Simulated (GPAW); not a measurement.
Set up this calculation in GPAW 26.7.0, as an ASE script.

```
Task                : single point
Functional          : PBE
Potentials or basis : GPAW PAW data sets (gpaw-data 1.2.1)
Cutoff              : 600 eV
Basis               : pw
k mesh              : 12 × 12 × 12
Occupations         : fermi-dirac, width 0.05 eV
Spin                : no spin polarisation
Maxiter             : 100
```

The structure of HgSe lies in HgSe.xyz:

```xyz
2
Lattice="0.0000000000 3.0390000000 3.0390000000 3.0390000000 0.0000000000 3.0390000000 3.0390000000 3.0390000000 0.0000000000" Properties=species:S:1:pos:R:3 pbc="T T T"
Hg     0.0000000000      0.0000000000      0.0000000000
Se     4.5585000000      4.5585000000      4.5585000000
```

The input as run:

run.py

```python
from ase.dft.bandgap import bandgap
from ase.io import read, write
from ase.units import GPa
from gpaw import GPAW, PW

atoms = read('HgSe.xyz')

calc = GPAW(mode=PW(600),
            xc='PBE',
            kpts={'size': (12, 12, 12), 'gamma': True},
            occupations={'name': 'fermi-dirac', 'width': 0.05},
            nbands=18,
            convergence={'density': 1e-05, 'energy': 1e-05},
            maxiter=100,
            txt='gpaw.txt')
atoms.calc = calc
energy = atoms.get_potential_energy()
forces = atoms.get_forces()
stress = atoms.get_stress()
calc.write('gs.gpw')
write('result.traj', atoms)
print(f'Energy: {energy:.6f} eV')
print('Forces (eV/A):')
print(forces.round(4))
print('Stress (GPa):', (stress / GPa).round(3))
print('Fermi level:', round(calc.get_fermi_level(), 4), 'eV')
print(f'Gap: {bandgap(calc)[0]:.4f} eV, direct: {bandgap(calc, direct=True)[0]:.4f} eV')
```

Potentials or basis: GPAW PAW data sets (gpaw-data 1.2.1), pw.

Launch:

```bash
$ OMP_NUM_THREADS=1 python run.py
```

It gave:

```json
{
  "Pressure": "5.1 GPa",
  "Band gap on the k mesh": "none (metal or under the smearing width)"
}
```

It took 22 s on 1 thread of Intel(R) Xeon(R) 6975P-C (Granite Rapids), on a shared host, peak memory 0.21 GiB.
